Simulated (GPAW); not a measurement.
GaN:

```
Ga N
1.0
     0.00000    2.25350    2.25350
     2.25350    0.00000    2.25350
     2.25350    2.25350    0.00000
Ga N
1 1
Cartesian
  0.0000 0.0000 0.0000
  1.1268 1.1268 1.1268
```

The cell is a database's computed one.

- Program: GPAW 26.7.0
- Task: relaxation of cell and atoms
- Functional: PBEsol
- Dispersion: D3(BJ)
- Potentials or basis: PAW data sets generated in the run's folder for this functional
- Cutoff: 800 eV
- Basis: pw
- k mesh: 10 × 10 × 10
- Occupations: fermi-dirac, width 0.05 eV
- Spin: no spin polarisation

At the start: pressure 3.6 GPa; volume 11.44 Å³/atom.

Where does the relaxation end?

Over 3 steps the energy falls by 2.8 meV/atom and the volume is 11.63 Å³/atom (+1.6 %); space group F-43m (No. 216, to 0.05 Å).

The path:
| step | energy change (eV) | largest force (eV/Å) | pressure (GPa) | volume (Å³) |
| --- | --- | --- | --- | --- |
| 1 | 0.0000 | 0.0000 | 3.57 | 22.89 |
| 2 | -0.0029 | 0.0000 | 2.36 | 23.01 |
| 3 | -0.0057 | 0.0000 | 0.04 | 23.26 |

Final structure:
```yaml
crystal:
  lattice:
    - [0.00000, 2.26574, 2.26574]
    - [2.26574, 0.00000, 2.26574]
    - [2.26574, 2.26574, 0.00000]
  atoms:
    - { symbol: Ga, position: [0.00000, 0.00000, 0.00000] }
    - { symbol: N, position: [0.25000, 0.25000, 0.25000] }
```

Caveat: the data sets keep Ga 3d, Li 1s and Be 1s frozen, and some such compounds lay over 1.5 % in volume off other programs; later steps reuse the first step's grids.
